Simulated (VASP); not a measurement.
# GaN (F-43m) in VASP: density of states with PBE

Aim: the density of states of GaN with PBE.

Program: VASP 6.6.1. These are calculated values, not measurements. Logs are shortened: lines on timing, memory, paths and dates and some standing lists are left out, and cuts for length are marked.

## 1. Starting point

The structure is cubic, space group F-43m (No. 216). Conventional cell: a = 4.548 Å, b = 4.548 Å, c = 4.548 Å, α = 90.00°, β = 90.00°, γ = 90.00°. Ga (site symmetry -43m) has 4 N at 1.97 Å as nearest neighbours. N (site symmetry -43m) is surrounded by 4 Ga at 1.97 Å.

The cell was built by a generator and needn't be a form met in nature.

## 2. Density of states, PBE

POSCAR reads:

```
GaN
1.0
    0.0000000000      2.2740469297      2.2740469297
    2.2740469297      0.0000000000      2.2740469297
    2.2740469297      2.2740469297      0.0000000000
Ga N
1 1
Direct
    0.2500000000      0.2500000000      0.2500000000
    0.0000000000      0.0000000000      0.0000000000
```

INCAR.step1 reads:

```
PREC     = Accurate       # precision mode
ENCUT    = 520            # plane-wave cutoff, eV
EDIFF    = 1E-6           # SCF threshold, eV
ISMEAR   = 0              # smearing method
SIGMA    = 0.02           # smearing width, eV
LREAL    = False          # projectors in reciprocal space
LASPH    = True           # aspherical terms in the spheres
NELM     = 100            # most SCF steps
ALGO     = Fast           # electronic algorithm
ISIF     = 2              # what is computed and relaxed
LWAVE    = False          # write WAVECAR
LCHARG   = True           # write CHGCAR
GGA      = PE             # functional
NBANDS   = 16             # bands
```

KPOINTS.step1 reads:

```
regular mesh
0
Gamma
  10 10 10
```

INCAR.step2 reads:

```
PREC     = Accurate       # precision mode
ENCUT    = 520            # plane-wave cutoff, eV
EDIFF    = 1E-6           # SCF threshold, eV
ISMEAR   = -5             # smearing method
SIGMA    = 0.02           # smearing width, eV
LREAL    = False          # projectors in reciprocal space
LASPH    = True           # aspherical terms in the spheres
NELM     = 100            # most SCF steps
ALGO     = Fast           # electronic algorithm
ISIF     = 2              # what is computed and relaxed
LWAVE    = False          # write WAVECAR
LCHARG   = False          # write CHGCAR
GGA      = PE             # functional
LORBIT   = 10             # projections on sites
NEDOS    = 1001           # points of the DOS
ICHARG   = 11             # starting density
```

KPOINTS.step2 reads:

```
regular mesh
0
Gamma
  15 15 15
```

Potentials or basis: VASP PAW PBE potentials, release 64 (Ga_d, N).

The run is started by

```sh
$ cat potpaw_PBE.64/Ga_d/POTCAR potpaw_PBE.64/N/POTCAR > POTCAR
$ cp INCAR.step1 INCAR
$ cp KPOINTS.step1 KPOINTS
$ mpirun -np 1 vasp_std > vasp.out
$ cp INCAR.step2 INCAR
$ cp KPOINTS.step2 KPOINTS
$ mpirun -np 1 vasp_std > vasp.out
```

OUTCAR:

```text
PREC = Accurate
   ENCUT = 520
   EDIFF = 1E-6
   ISMEAR = -5
   LREAL = False
   LASPH = True
   NELM = 100
   ISIF = 2
   GGA = PE
   LORBIT = 10
   ICHARG = 11

 ion  position               nearest neighbor table
   1  0.250  0.250  0.250-   2 1.97   2 1.97   2 1.97   2 1.97
   2  0.000  0.000  0.000-   1 1.97   1 1.97   1 1.97   1 1.97

  LATTYP: Found a face centered cubic cell.
 ALAT       =     4.5480938594

  Lattice vectors:

 A1 = (   0.0000000000,   2.2740469297,   2.2740469297)
 A2 = (   2.2740469297,   0.0000000000,   2.2740469297)
 A3 = (   2.2740469297,   2.2740469297,   0.0000000000)

Analysis of symmetry for initial positions (statically):
=====================================================================
 Subroutine PRICEL returns:
 Original cell was already a primitive cell.

 Routine SETGRP: Setting up the symmetry group for a
 face centered cubic supercell.

 Subroutine GETGRP returns: Found 24 space group operations
 (whereof 24 operations were pure point group operations)
 out of a pool of 48 trial point group operations.

The static configuration has the point symmetry T_d .

Analysis of symmetry for dynamics (positions and initial velocities):
=====================================================================
 Subroutine PRICEL returns:
 Original cell was already a primitive cell.

 Routine SETGRP: Setting up the symmetry group for a
 face centered cubic supercell.

 Subroutine GETGRP returns: Found 24 space group operations
 (whereof 24 operations were pure point group operations)
 out of a pool of 48 trial point group operations.

The dynamic configuration has the point symmetry T_d .

 Subroutine INISYM returns: Found 24 space group operations
 (whereof 24 operations are pure point group operations),
 and found     1 'primitive' translations

----------------------------------------------------------------------------------------

                                     Primitive cell

  volume of cell :      23.5195

  direct lattice vectors                    reciprocal lattice vectors
     0.000000000  2.274046930  2.274046930    -0.219872331  0.219872331  0.219872331
     2.274046930  0.000000000  2.274046930     0.219872331 -0.219872331  0.219872331
     2.274046930  2.274046930  0.000000000     0.219872331  0.219872331 -0.219872331

  length of vectors
     3.215988009  3.215988009  3.215988009     0.380830049  0.380830049  0.380830049

  position of ions in fractional coordinates (direct lattice)
     0.250000000  0.250000000  0.250000000
     0.000000000  0.000000000  0.000000000

  ion indices of the primitive-cell ions
   primitive index   ion index
                 1           1
                 2           2

----------------------------------------------------------------------------------------

 KPOINTS: regular mesh

Automatic generation of k-mesh.
 Grid dimensions read from file:
 generate k-points for:   15   15   15

 Generating k-lattice:

  Cartesian coordinates                     Fractional coordinates (reciprocal lattice)
    -0.014658155  0.014658155  0.014658155     0.066666667  0.000000000  0.000000000
     0.014658155 -0.014658155  0.014658155     0.000000000  0.066666667  0.000000000
     0.014658155  0.014658155 -0.014658155     0.000000000  0.000000000  0.066666667

  Length of vectors
     0.025388670  0.025388670  0.025388670

  Shift w.r.t. Gamma in fractional coordinates (k-lattice)
     0.000000000  0.000000000  0.000000000

 TETIRR: Found    484 inequivalent tetrahedra from    20250

 Subroutine IBZKPT returns following result:
 ===========================================

 Found    120 irreducible k-points:

 Following reciprocal coordinates:
            Coordinates               Weight
  0.000000  0.000000  0.000000      1.000000
  0.066667  0.000000  0.000000      8.000000
  0.133333  0.000000  0.000000      8.000000
  0.200000  0.000000  0.000000      8.000000
  0.266667  0.000000  0.000000      8.000000
  0.333333  0.000000  0.000000      8.000000
[... 16 lines left out ...]
  0.133333  0.133333  0.000000      6.000000
  0.200000  0.133333  0.000000     24.000000
 [... further k-points ...]
   k-points           NKPTS =    120   k-points in BZ     NKDIM =    120   number of bands    NBANDS=     13
   number of dos      NEDOS =   1001   number of ions     NIONS =      2
   total plane-waves  NPLWV =  13824
   dimension x,y,z NGX =    24 NGY =   24 NGZ =   24
   dimension x,y,z NGXF=    48 NGYF=   48 NGZF=   48
   ions per type =               1   1
   NGX,Y,Z   is equivalent  to a cutoff of  12.41, 12.41, 12.41 a.u.
   NGXF,Y,Z  is equivalent  to a cutoff of  24.81, 24.81, 24.81 a.u.
 SYSTEM =  unknown system
   PREC   = accura    normal or accurate (medium, high low for compatibility)
   ISTART =      0    job   : 0-new  1-cont  2-samecut
   ICHARG =     11    charge: 1-file 2-atom 10-const
   ISPIN  =      1    spin polarized calculation?
   LNONCOLLINEAR =      F non collinear calculations
   LSORBIT =      F    spin-orbit coupling
   LASPH  =      T    aspherical Exc in radial PAW
   ENCUT  =  520.0 eV  38.22 Ry    6.18 a.u.   5.98  5.98  5.98*2*pi/ulx,y,z
   NELM   =    100;   NELMIN=  2; NELMDL=  0     # of ELM steps
   EDIFF  = 0.1E-05   stopping-criterion for ELM
   LREAL  =      F    real-space projection
   EDIFFG = 0.1E-04   stopping-criterion for IOM
   NSW    =      0    number of steps for IOM
   IBRION =     -1    ionic relax: 0-MD 1-quasi-New 2-CG
   NFREE  =      0    steps in history (QN), initial steepest desc. (CG)
   ISIF   =      2    stress and relaxation
   ISYM   =      2    0-nonsym 1-usesym 2-fastsym
   POTIM  = 0.5000    time-step for ionic-motion
   TEBEG  =    0.0;   TEEND  =   0.0 temperature during run
   PSTRESS=    0.0 pullay stress
   NELECT =      18.0000    total number of electrons
   NUPDOWN=      -1.0000    fix difference up-down
   EMIN   =  10.00;   EMAX   =-10.00  energy-range for DOS
   EFERMI =   0.00;   METHOD = LEGACY
   ISMEAR =    -5;   SIGMA  =   0.02  broadening in eV -4-tet -1-fermi 0-gaus
   EFERMI_NEDOS =   21; number of points for ismear=-14 and -15
   IALGO  =     68    algorithm
   IMIX   =      4    mixing-type and parameters
     AMIX     =   0.40;   BMIX     =  1.00
     AMIX_MAG =   1.60;   BMIX_MAG =  1.00
  volume/ion in A,a.u.               =      11.76        79.36
  Fermi-wavevector in a.u.,A,eV,Ry     =   1.497463  2.829796 30.509662  2.242397
  Thomas-Fermi vector in A             =   2.609348
   LORBIT       =     10    0 simple, 1 ext, 2 COOP (PROOUT), +10 PAW based schemes
   GGA     = PE    functional components
   LHFCALC =     F    Hartree Fock is set to
   AEXX    =    0.0000 exact exchange contribution
   IVDW    =     0    specifies the selected vdW correction
   LEPSILON=     F    determine dielectric tensor
   LRPA    =     F    only Hartree local field effects (RPA)
 non-spin polarized calculation
 RMM-DIIS sequential band-by-band and
 Fermi weights with tetrahedron method with Bloechl corrections
  energy-cutoff  :      520.00
  volume of cell :       23.52
 maximum number of plane-waves:       644

 number of electron      17.9999986 magnetization

 Free energy of the ion-electron system (eV)
  ---------------------------------------------------
  ext. energy  EPLUGINS =         0.00000000
  ---------------------------------------------------
  free energy    TOTEN  =       -12.15223491 eV

  energy without entropy =      -12.15223491  energy(sigma->0) =      -12.15223491

 E-fermi :   5.0123     XC(G=0): -11.5220

 val. band max:        4.9890280651   @ k =   0.0000   0.0000   0.0000
 cond. band min:       6.5366403779   @ k =   0.0000   0.0000   0.0000
 fundamental gap:      1.5476123128
 Fermi energy:         5.0122695179

 k-point     1 :       0.0000    0.0000    0.0000
  band No.  band energies     occupation
      1     -10.7169      2.00000
      2      -8.4336      2.00000
      3      -8.4336      2.00000
      4      -8.4336      2.00000
      5      -8.1378      2.00000
      6      -8.1378      2.00000
      7       4.9890      2.00000
      8       4.9890      2.00000
      9       4.9890      2.00000
     10       6.5366      0.00000
     11      15.1152      0.00000
     12      15.1153      0.00000
     13      15.1153      0.00000

 k-point     2 :       0.0667    0.0000    0.0000
  band No.  band energies     occupation
      1     -10.6698      2.00000
      2      -8.4278      2.00000
      3      -8.4278      2.00000
      4      -8.4164      2.00000
      5      -8.1384      2.00000
      6      -8.1384      2.00000
      7       4.3953      2.00000
      8       4.9420      2.00000
      9       4.9420      2.00000
     10       7.0278      0.00000
     11      14.8707      0.00000
     12      15.1904      0.00000
     13      15.1904      0.00000

 k-point     3 :       0.1333    0.0000    0.0000
  band No.  band energies     occupation
      1     -10.5387      2.00000
      2      -8.4123      2.00000
      3      -8.4123      2.00000
      4      -8.3555      2.00000
      5      -8.1393      2.00000
      6      -8.1393      2.00000
      7       3.3106      2.00000
      8       4.8131      2.00000
      9       4.8131      2.00000
     10       7.8029      0.00000
     11      14.3443      0.00000
     12      15.3698      0.00000
     13      15.3698      0.00000
[... 305 lines left out ...]
 k-point    23 :       0.1333    0.1333    0.0000
  band No.  band energies     occupation
      1     -10.4811      2.00000
      2      -8.3919      2.00000
      3      -8.3919      2.00000
      4      -8.3591      2.00000
      5      -8.1500      2.00000
      6      -8.1261      2.00000
      7       3.3550      2.00000
      8       4.4721      2.00000
      9       4.4721      2.00000
     10       8.2094      0.00000
     11      13.7909      0.00000
     12      15.6602      0.00000
     13      15.6602      0.00000

 k-point    24 :       0.2000    0.1333    0.0000
  band No.  band energies     occupation
      1     -10.3459      2.00000
      2      -8.3776      2.00000
      3      -8.3696      2.00000
      4      -8.2866      2.00000
      5      -8.1375      2.00000
      6      -8.1204      2.00000
      7       2.6020      2.00000
      8       4.2328      2.00000
      9       4.2819      2.00000
     10       8.7597      0.00000
     11      13.3316      0.00000
     12      15.7480      0.00000
     13      15.9141      0.00000

 [... further k-points ...]

------------------------ aborting loop because EDIFF is reached ----------------------------------------

  FORCE on cell =-STRESS in cart. coord.  units (eV):
  Direction    XX          YY          ZZ          XY          YZ          ZX
  --------------------------------------------------------------------------------------
  -------------------------------------------------------------------------------------
  Total       -0.1054743     -0.1054743     -0.1054743     -0.0000000      0.0000000      0.0000000
  in kB       -7.1850358     -7.1850358     -7.1850358     -0.0000000      0.0000000      0.0000000
  external PRESSURE =      -7.1850358 kB  Pullay stress =       0.0000000 kB

 VOLUME and BASIS-vectors are now :
 -----------------------------------------------------------------------------
  energy-cutoff  :      520.00
  volume of cell :       23.52
      direct lattice vectors                 reciprocal lattice vectors
     0.000000000  2.274046930  2.274046930    -0.219872331  0.219872331  0.219872331
     2.274046930  0.000000000  2.274046930     0.219872331 -0.219872331  0.219872331
     2.274046930  2.274046930  0.000000000     0.219872331  0.219872331 -0.219872331

 POSITION                                       TOTAL-FORCE (eV/Angst)
 -----------------------------------------------------------------------------------
      1.13702      1.13702      1.13702         0.000000     -0.000000      0.000000
      0.00000      0.00000      0.00000        -0.000000      0.000000     -0.000000
 -----------------------------------------------------------------------------------
    total drift:                               -0.000002     -0.000002     -0.000001

  FREE ENERGIE OF THE ION-ELECTRON SYSTEM (eV)
  ---------------------------------------------------
  free  energy   TOTEN  =       -12.1522349065 eV

  energy  without entropy=      -12.1522349065  energy(sigma->0) =      -12.15223491

 total charge

# of ion       s       p       d       tot
------------------------------------------
    1        0.786   0.867  10.161  11.814
    2        1.226   2.496   0.000   3.721
--------------------------------------------------
tot          2.012   3.363  10.161  15.536
```

Wall time 21 s (1 thread of Intel Xeon Platinum 8488C (Sapphire Rapids), shared host); peak memory 0.16 GiB.

Results:

```
Valence electrons inside the program's atomic spheres : Ga 11.81; N 3.72
```

States per cell in windows of 1 eV (zero at the valence-band top; states under -8 eV left out):
| from (eV) | total | N2_p | Ga1_s | Ga1_p | Ga1_d | N2_s | N2_d |
| --- | --- | --- | --- | --- | --- | --- | --- |
| -8.0 | 0.00 | 0.00 | 0.00 | 0.00 | 0.00 | 0.00 | 0.00 |
| -7.0 | 0.32 | 0.08 | 0.08 | 0.03 | 0.00 | 0.01 | 0.00 |
| -6.0 | 1.12 | 0.31 | 0.35 | 0.06 | 0.04 | 0.03 | 0.00 |
| -5.0 | 0.32 | 0.09 | 0.06 | 0.02 | 0.02 | 0.03 | 0.00 |
| -4.0 | 0.88 | 0.32 | 0.05 | 0.14 | 0.04 | 0.02 | 0.00 |
| -3.0 | 1.28 | 0.55 | 0.04 | 0.22 | 0.06 | 0.01 | 0.00 |
| -2.0 | 1.42 | 0.71 | 0.02 | 0.21 | 0.09 | 0.01 | 0.00 |
| -1.0 | 0.66 | 0.37 | 0.00 | 0.07 | 0.06 | 0.00 | 0.00 |
| 0.0 | 0.00 | 0.00 | 0.00 | 0.00 | 0.00 | 0.00 | 0.00 |
| 1.0 | 0.00 | 0.00 | 0.00 | 0.00 | 0.00 | 0.00 | 0.00 |
| 2.0 | 0.03 | 0.01 | 0.01 | 0.00 | 0.00 | 0.01 | 0.00 |
| 3.0 | 0.15 | 0.02 | 0.02 | 0.02 | 0.01 | 0.02 | 0.00 |
| 4.0 | 0.63 | 0.09 | 0.08 | 0.09 | 0.03 | 0.08 | 0.00 |
| 5.0 | 0.83 | 0.14 | 0.12 | 0.11 | 0.05 | 0.08 | 0.00 |
| 6.0 | 0.47 | 0.09 | 0.09 | 0.04 | 0.04 | 0.02 | 0.00 |
| 7.0 | 1.45 | 0.40 | 0.36 | 0.13 | 0.09 | 0.02 | 0.00 |
